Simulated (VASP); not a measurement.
# Zn (Pm-3m) in VASP: settings compared, part 3 of 3

VASP 6.6.1. The steps go on from the part before.

**4. Band structure, AM05**

File POSCAR:

```
Zn
1.0
    3.7711300000      0.0000000000      0.0000000000
    0.0000000000      3.7711300000      0.0000000000
    0.0000000000      0.0000000000      3.7711300000
Zn
3
Direct
    0.0000000000      0.5000000000      0.5000000000
    0.5000000000      0.0000000000      0.5000000000
    0.5000000000      0.5000000000      0.0000000000
```

File INCAR.step1:

```
SYSTEM = Zn
PREC = Accurate
ENCUT = 520
EDIFF = 1E-6
ISMEAR = -1
SIGMA = 0.05
LREAL = .FALSE.
LASPH = .TRUE.
NELM = 80
ALGO = Fast
ISIF = 2
LWAVE = .FALSE.
LCHARG = .TRUE.
GGA = AM
```

File KPOINTS.step1:

```
regular mesh
0
G
  7 7 7
  0 0 0
```

File INCAR.step2:

```
SYSTEM = Zn
PREC = Accurate
ENCUT = 520
EDIFF = 1E-6
ISMEAR = 0
SIGMA = 0.05
LREAL = .FALSE.
LASPH = .TRUE.
NELM = 80
ALGO = Fast
ISIF = 2
LWAVE = .FALSE.
LCHARG = .FALSE.
GGA = AM
ICHARG = 11
```

File KPOINTS.step2:

```
path GXMGRX,MR
10
line-mode
reciprocal
 0.0000000000  0.0000000000  0.0000000000  G
 0.0000000000  0.5000000000  0.0000000000  X

 0.0000000000  0.5000000000  0.0000000000  X
 0.5000000000  0.5000000000  0.0000000000  M

 0.5000000000  0.5000000000  0.0000000000  M
 0.0000000000  0.0000000000  0.0000000000  G

 0.0000000000  0.0000000000  0.0000000000  G
 0.5000000000  0.5000000000  0.5000000000  R

 0.5000000000  0.5000000000  0.5000000000  R
 0.0000000000  0.5000000000  0.0000000000  X

 0.5000000000  0.5000000000  0.0000000000  M
 0.5000000000  0.5000000000  0.5000000000  R
```

Potentials or basis: VASP PAW PBE potentials, release 64 (Zn).

Command:

```console
> cat potpaw_PBE.64/Zn/POTCAR > POTCAR
> cp INCAR.step1 INCAR
> cp KPOINTS.step1 KPOINTS
> mpirun -np 1 vasp_std > vasp.out
> cp INCAR.step2 INCAR
> cp KPOINTS.step2 KPOINTS
> mpirun -np 1 vasp_std > vasp.out
```

OUTCAR:

```text
SYSTEM = Zn
   PREC = Accurate
   ENCUT = 520
   EDIFF = 1E-6
   ISMEAR = 0
   LREAL = .FALSE.
   LASPH = .TRUE.
   NELM = 80
   ISIF = 2
   GGA = AM
   ICHARG = 11

 ion  position               nearest neighbor table
   1  0.000  0.500  0.500-   2 2.67   3 2.67   3 2.67   2 2.67   2 2.67   3 2.67   3 2.67   2 2.67

   2  0.500  0.000  0.500-   1 2.67   3 2.67   3 2.67   1 2.67   3 2.67   3 2.67   1 2.67   1 2.67

   3  0.500  0.500  0.000-   1 2.67   2 2.67   1 2.67   2 2.67   2 2.67   2 2.67   1 2.67   1 2.67

  LATTYP: Found a simple cubic cell.
 ALAT       =     3.7711300000

  Lattice vectors:

 A1 = (   3.7711300000,   0.0000000000,   0.0000000000)
 A2 = (   0.0000000000,   3.7711300000,   0.0000000000)
 A3 = (   0.0000000000,   0.0000000000,   3.7711300000)

Analysis of symmetry for initial positions (statically):
=====================================================================
 Subroutine PRICEL returns:
 Original cell was already a primitive cell.

 Routine SETGRP: Setting up the symmetry group for a
 simple cubic supercell.

 Subroutine GETGRP returns: Found 48 space group operations
 (whereof 48 operations were pure point group operations)
 out of a pool of 48 trial point group operations.

The static configuration has the point symmetry O_h .

Analysis of symmetry for dynamics (positions and initial velocities):
=====================================================================
 Subroutine PRICEL returns:
 Original cell was already a primitive cell.

 Routine SETGRP: Setting up the symmetry group for a
 simple cubic supercell.

 Subroutine GETGRP returns: Found 48 space group operations
 (whereof 48 operations were pure point group operations)
 out of a pool of 48 trial point group operations.

The dynamic configuration has the point symmetry O_h .

 Subroutine INISYM returns: Found 48 space group operations
 (whereof 48 operations are pure point group operations),
 and found     1 'primitive' translations

[... 107 lines left out ...]
  volume/ion in A,a.u.               =      17.88       120.64
  Fermi-wavevector in a.u.,A,eV,Ry     =   1.433411  2.708755 27.955455  2.054668
  Thomas-Fermi vector in A             =   2.552932
   LORBIT       =      0    0 simple, 1 ext, 2 COOP (PROOUT), +10 PAW based schemes
   GGA     = AM    functional components
   LHFCALC =     F    Hartree Fock is set to
   AEXX    =    0.0000 exact exchange contribution
   IVDW    =     0    specifies the selected vdW correction
   LEPSILON=     F    determine dielectric tensor
   LRPA    =     F    only Hartree local field effects (RPA)
 non-spin polarized calculation
 RMM-DIIS sequential band-by-band and
 Gauss-broadening in eV      SIGMA  =   0.05
  energy-cutoff  :      520.00
  volume of cell :       53.63
 maximum number of plane-waves:      1472

 number of electron      36.0000072 magnetization

 Free energy of the ion-electron system (eV)
  ---------------------------------------------------
  ext. energy  EPLUGINS =         0.00000000
  ---------------------------------------------------
  free energy    TOTEN  =        -2.37803116 eV

  energy without entropy =       -2.37649269  energy(sigma->0) =       -2.37726192

 E-fermi :   1.3101     XC(G=0): -10.7001

 val. band max:        1.2941209266   @ k =   0.3889   0.5000   0.3889
 cond. band min:       1.3151354984   @ k =   0.5000   0.5000   0.4444
 fundamental gap:      0.0210145718
 Fermi energy:         1.3100853925

 k-point     1 :       0.0000    0.0000    0.0000
  band No.  band energies     occupation
      1      -7.8153      2.00000
      2      -6.2969      2.00000
      3      -6.2800      2.00000
      4      -6.2800      2.00000
      5      -6.2800      2.00000
      6      -6.0535      2.00000
[... 589 lines left out ...]
     21       7.4118      0.00000
     22       8.9462      0.00000

 [... further k-points ...]

------------------------ aborting loop because EDIFF is reached ----------------------------------------

  FORCE on cell =-STRESS in cart. coord.  units (eV):
  Direction    XX          YY          ZZ          XY          YZ          ZX
  --------------------------------------------------------------------------------------
  -------------------------------------------------------------------------------------
  Total        2.1080953      2.1080953      2.1080953     -0.0000000     -0.0000000      0.0000000
  in kB       62.9776301     62.9776301     62.9776301     -0.0000000     -0.0000000      0.0000000
  external PRESSURE =      62.9776301 kB  Pullay stress =       0.0000000 kB

 VOLUME and BASIS-vectors are now :
 -----------------------------------------------------------------------------
  energy-cutoff  :      520.00
  volume of cell :       53.63
      direct lattice vectors                 reciprocal lattice vectors
     3.771130000  0.000000000  0.000000000     0.265172508  0.000000000  0.000000000
     0.000000000  3.771130000  0.000000000     0.000000000  0.265172508  0.000000000
     0.000000000  0.000000000  3.771130000     0.000000000  0.000000000  0.265172508

 POSITION                                       TOTAL-FORCE (eV/Angst)
 -----------------------------------------------------------------------------------
      0.00000      1.88556      1.88556         0.000000      0.000000      0.000000
      1.88556      0.00000      1.88556         0.000000      0.000000      0.000000
      1.88556      1.88556      0.00000         0.000000      0.000000      0.000000
 -----------------------------------------------------------------------------------
    total drift:                               -0.000000      0.000000      0.000000

  FREE ENERGIE OF THE ION-ELECTRON SYSTEM (eV)
  ---------------------------------------------------
  free  energy   TOTEN  =        -2.3780311622 eV

  energy  without entropy=       -2.3764926875  energy(sigma->0) =       -2.37726192
```

It took 63 s on 1 thread of AMD EPYC 7R43 (Zen 3), shared host; peak memory 0.14 GiB.

What came out:

* Band gap along the path: none (metal or under the smearing width)

Levels at the corners of the path, in eV from the Fermi level:
| point | band 14 | band 15 | band 16 | band 17 | band 18 | band 19 | band 20 | band 21 | band 22 |
| --- | --- | --- | --- | --- | --- | --- | --- | --- | --- |
| Γ | -6.58 | -6.58 | -6.58 | 0.82 | 0.82 | 0.82 | 3.17 | 3.17 | 5.76 |
| X | -6.84 | -6.57 | -6.37 | -5.62 | 3.13 | 3.13 | 4.97 | 5.56 | 5.56 |
| X | -6.84 | -6.57 | -6.37 | -5.62 | 3.13 | 3.13 | 4.97 | 5.56 | 5.56 |
| M | -7.00 | -6.92 | -4.76 | -3.14 | -3.14 | -1.53 | 6.17 | 6.65 | 6.65 |
| M | -7.00 | -6.92 | -4.76 | -3.14 | -3.14 | -1.53 | 6.17 | 6.65 | 6.65 |
| Γ | -6.58 | -6.58 | -6.58 | 0.82 | 0.82 | 0.82 | 3.17 | 3.17 | 5.76 |
| Γ | -6.58 | -6.58 | -6.58 | 0.82 | 0.82 | 0.82 | 3.17 | 3.17 | 5.76 |
| R | -6.65 | -6.65 | -2.94 | -0.57 | -0.57 | -0.57 | -0.54 | -0.54 | -0.54 |
| R | -6.65 | -6.65 | -2.94 | -0.57 | -0.57 | -0.57 | -0.54 | -0.54 | -0.54 |
| X | -6.84 | -6.57 | -6.37 | -5.62 | 3.13 | 3.13 | 4.97 | 5.56 | 5.56 |
| M | -7.00 | -6.92 | -4.76 | -3.14 | -3.14 | -1.53 | 6.17 | 6.65 | 6.65 |
| R | -6.65 | -6.65 | -2.94 | -0.57 | -0.57 | -0.57 | -0.54 | -0.54 | -0.54 |

Caveat: the log is that of the step along the path at fixed density, whose energy, stress, charges and moments have no meaning; the PAW data sets were made with another functional, which shifts forces and pressure a little.

**5. Band structure, PW91**

POSCAR is that of step 4.

Edit INCAR.step1 of step 4 so:

```diff
@@ -13,2 +13,2 @@
 LCHARG = .TRUE.
-GGA = AM
+GGA = 91
```

KPOINTS.step1 is that of step 4.

Edit INCAR.step2 of step 4 so:

```diff
@@ -13,3 +13,3 @@
 LCHARG = .FALSE.
-GGA = AM
+GGA = 91
 ICHARG = 11
```

KPOINTS.step2 is that of step 4.

Command:

```console
> cat potpaw_PBE.64/Zn/POTCAR > POTCAR
> cp INCAR.step1 INCAR
> cp KPOINTS.step1 KPOINTS
> mpirun -np 1 vasp_std > vasp.out
> cp INCAR.step2 INCAR
> cp KPOINTS.step2 KPOINTS
> mpirun -np 1 vasp_std > vasp.out
```

Run time: 69 s. Hardware: 1 thread of AMD EPYC 7R43 (Zen 3), shared host; peak memory 0.14 GiB.

Results (log left out):

| Property | Result |
| --- | --- |
| Band gap along the path | none (metal or under the smearing width) |

Levels at the corners of the path, in eV from the Fermi level:
| point | band 15 | band 16 | band 17 | band 18 | band 19 | band 20 | band 21 | band 22 |
| --- | --- | --- | --- | --- | --- | --- | --- | --- |
| Γ | -6.63 | -6.63 | 0.83 | 0.83 | 0.83 | 3.13 | 3.13 | 5.88 |
| X | -6.63 | -6.40 | -5.62 | 3.13 | 3.13 | 4.89 | 5.56 | 5.56 |
| X | -6.63 | -6.40 | -5.62 | 3.13 | 3.13 | 4.89 | 5.56 | 5.56 |
| M | -6.97 | -4.75 | -3.16 | -3.16 | -1.50 | 6.18 | 6.63 | 6.63 |
| M | -6.97 | -4.75 | -3.16 | -3.16 | -1.50 | 6.18 | 6.63 | 6.63 |
| Γ | -6.63 | -6.63 | 0.83 | 0.83 | 0.83 | 3.13 | 3.13 | 5.88 |
| Γ | -6.63 | -6.63 | 0.83 | 0.83 | 0.83 | 3.13 | 3.13 | 5.88 |
| R | -6.71 | -2.87 | -0.58 | -0.58 | -0.58 | -0.55 | -0.55 | -0.55 |
| R | -6.71 | -2.87 | -0.58 | -0.58 | -0.58 | -0.55 | -0.55 | -0.55 |
| X | -6.63 | -6.40 | -5.62 | 3.13 | 3.13 | 4.89 | 5.56 | 5.56 |
| M | -6.97 | -4.75 | -3.16 | -3.16 | -1.50 | 6.18 | 6.63 | 6.63 |
| R | -6.71 | -2.87 | -0.58 | -0.58 | -0.58 | -0.55 | -0.55 | -0.55 |

Caveat: the log is that of the step along the path at fixed density, whose energy, stress, charges and moments have no meaning; the PAW data sets were made with another functional, which shifts forces and pressure a little.
